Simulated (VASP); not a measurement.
## VASP 6.6.1 run: Ge

INCAR

```
METAGGA = R2SCAN
LREAL = .FALSE.
ALGO = Normal
ISMEAR = 0
ENCUT = 520
BMIX = 0.0001
LASPH = .TRUE.
SIGMA = 0.01
MAGMOM = 1 -1
EDIFF = 1E-7
NBANDS = 21
NSW = 0
LWAVE = .FALSE.
ISPIN = 2
NELM = 54
LCHARG = .FALSE.
IBRION = -1
PREC = Accurate
ISYM = -1
ISIF = 2
AMIX = 0.2
```

KPOINTS

```
KPOINTS created by Atomic Simulation Environment
0
Gamma
4 4 4
0 0 0
```

POSCAR

```
Ge
 1.0000000000000000
     0.0000000000000000    2.7233985716000002    2.7233985716000002
     2.7233985716000002    0.0000000000000000    2.7233985716000002
     2.7233985716000002    2.7233985716000002    0.0000000000000000
 Ge
   2
Cartesian
  0.0000000000000000  0.0000000000000000  0.0000000000000000
  1.3616992857999999  1.3616992857999999  1.3616992857999999
```

The recommended PBE PAW datasets give the neutral cell 28 valence electrons.

Command

```
mpirun -np 1 vasp_std
```

Task: How does this run end, and what does it give?

Result: It converged. Results: pressure 12.1 GPa; magnetic moment of the cell 0.00 μB.

OSZICAR

```
N       E                     dE             d eps       ncg     rms          rms(c)
DAV:   1     0.170854714723E+03    0.17085E+03   -0.14754E+04  6039   0.388E+03
DAV:   2    -0.186195585046E+01   -0.17272E+03   -0.16717E+03  5396   0.636E+02
DAV:   3    -0.286554625447E+02   -0.26794E+02   -0.26611E+02  6026   0.148E+02
DAV:   4    -0.295391109817E+02   -0.88365E+00   -0.88316E+00  6161   0.307E+01
DAV:   5    -0.295535689734E+02   -0.14458E-01   -0.14457E-01  6037   0.430E+00    0.965E+00
DAV:   6    -0.273256868619E+02    0.22279E+01   -0.28397E-01  7136   0.150E+01    0.362E+00
DAV:   7    -0.273335790026E+02   -0.78921E-02   -0.66786E-02  7670   0.938E+00    0.217E+00
DAV:   8    -0.273158123241E+02    0.17767E-01   -0.10457E-01  7076   0.358E+00    0.355E-01
DAV:   9    -0.273174503475E+02   -0.16380E-02   -0.92371E-03  6145   0.976E-01    0.217E-01
DAV:  10    -0.273176159735E+02   -0.16563E-03   -0.19548E-03  7340   0.619E-01    0.101E-01
DAV:  11    -0.273176857668E+02   -0.69793E-04   -0.11986E-03  7325   0.428E-01    0.463E-02
DAV:  12    -0.273177307973E+02   -0.45031E-04   -0.36024E-04  7025   0.244E-01    0.188E-02
DAV:  13    -0.273177384336E+02   -0.76363E-05   -0.26507E-05  6728   0.838E-02    0.815E-03
DAV:  14    -0.273177395841E+02   -0.11505E-05   -0.30315E-06  5626   0.183E-02    0.392E-03
DAV:  15    -0.273177367199E+02    0.28642E-05   -0.22482E-07  5270   0.175E-02    0.150E-03
DAV:  16    -0.273177366939E+02    0.25977E-07   -0.22903E-07  3908   0.114E-02
   1 F= -.27317737E+02 E0= -.27317737E+02  d E =-.551296E-34  mag=     0.0000
```

These settings aren't sound, so the numbers aren't properties of the crystal.

On sound settings r²SCAN gives a gap of 0.62 eV on its mesh and a pressure of 11.8 GPa for the intended cell.
